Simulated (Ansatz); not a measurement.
## Be2C

```
CELL_PARAMETERS angstrom
0.00000 2.16500 2.16500
2.16500 0.00000 2.16500
2.16500 2.16500 0.00000
ATOMIC_POSITIONS crystal
Be 0.25000 0.25000 0.25000
Be 0.75000 0.75000 0.75000
C 0.00000 0.00000 0.00000
```

Atoms are numbered in the order listed.

The cell comes from COD entry 9009053, which wasn't checked; take it as a given geometry.

These are results of DFT, LDA, all-electron LAPW, scalar-relativistic (Ansatz 0.2.0), not measurements.

Sampling and basis: a Γ-centred 14×14×14 k mesh, Fermi–Dirac smearing of 0.08 eV, basis error target 0.5 meV/atom, no spin polarisation.

```
Smallest direct gap on the path : 4.03 eV
Volume per atom                 : 6.77 Å³
```

Give the computed value. Pressure at this cell.

-8.77 GPa.

Give the computed value. Löwdin charges (with 0.62 e of the cell spilling out of the atomic basis, so their sizes and signs hang on that basis).

Be1 1.44, C3 -2.26 e.

Band gap: what does the calculation give?

1.18 eV, indirect from Γ to X (0.5, 0, 0.5).
